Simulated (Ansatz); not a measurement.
N, DFT, PBEsol, all-electron PAW with datasets made for the crystal, scalar-relativistic (Ansatz 0.2.0), run on 1 thread of Arm Neoverse V1 on a shared host.

The cell comes from COD entry 9012480, which wasn't checked; take it as a given geometry. The listed cell was then made from it by scaling, straining or moving an atom.

Command: `ansatz run input.yaml --threads 1 --pin off --max-ram 4096MiB --backend cpu --events-out ev --progress --plain --runs-dir out`

```yaml
crystal:
  lattice:
    - [5.649, -0.05649, -0.05649]
    - [-0.05649, 5.649, -0.05649]
    - [-0.05649, -0.05649, 5.649]
  atoms:
    - { symbol: "N", position: [0.03, 0.03, 0.03] }
    - { symbol: "N", position: [0.47, 0.97, 0.53] }
    - { symbol: "N", position: [0.53, 0.47, 0.97] }
    - { symbol: "N", position: [0.97, 0.53, 0.47] }
kpoints:
  mp_grid: { grid: [4, 4, 4] }
scf:
  occupations: { method: fermi_dirac, width: 0.02 }
hamiltonian:
  xc: pbesol
  pseudopotentials: { kind: all_electron, datasets: crystal }
output:
  forces: true
  stress: true
  eigenvalues: true
  efg: { contact_densities: true }
```

Q: How large is the problem that the program sets up?

A: 14 irreducible k-points, 691 plane waves at Γ, 14 bands.

Q: About how long does it take, and how much memory does it use?

A: 6.7 s of wall time for 12 SCF iterations, with a peak of 0.31 GiB. Times on shared machines scatter by tens of per cent.

Q: And the same cell and mesh by frozen-core PAW, asked for forces, stress, eigenvalues, efg, write_density, write_potential, elf, on the same hardware?

A: 6.7 s, peak memory 0.34 GiB.
